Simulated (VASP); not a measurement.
The system is Mg.

```
CELL_PARAMETERS angstrom
0.00000 2.35128 2.35128
2.35128 0.00000 2.35128
2.35128 2.35128 0.00000
ATOMIC_POSITIONS crystal
Mg 0.00000 0.00000 0.00000
```

This isn't the form of Mg at room conditions, which is hcp.

The cell isn't the ideal one: volume scaled by 1.15.

| Quantity | Value |
| --- | --- |
| Program | VASP 6.6.1 |
| Task | relaxation of cell and atoms |
| Functional | vdW-DF-cx |
| Potentials or basis | VASP PAW PBE potentials, release 64 (Mg) |
| Cutoff | 580 eV |
| k mesh | 10 × 10 × 10 |
| Occupations | methfessel-paxton, width 0.2 eV |
| Spin | no spin polarisation |

At the start: pressure -3.4 GPa; volume 26.00 Å³/atom.

Where does the relaxation end?

Over 5 steps the energy falls by 36.4 meV/atom and the volume is 22.98 Å³/atom (-11.6 %); space group Fm-3m (No. 225, to 0.05 Å).

The path:
```
step  energy change (eV)  largest force (eV/Å)  pressure (GPa)  volume (Å³)
   1              0.0000                0.0000           -3.44        26.00
   2             -0.0124                0.0000           -2.92        25.38
   3             -0.0350                0.0000            0.88        22.44
   4             -0.0363                0.0000           -0.13        23.06
   5             -0.0364                0.0000            0.00        22.98
```

Final structure:
```xyz
1
Lattice="0.0000 2.2564 2.2564 2.2564 0.0000 2.2564 2.2564 2.2564 0.0000" Properties=species:S:1:pos:R:3 pbc="T T T"
Mg    0.0000    0.0000    0.0000
```

Caveat: the PAW data sets were made with another functional, which shifts forces and pressure a little.
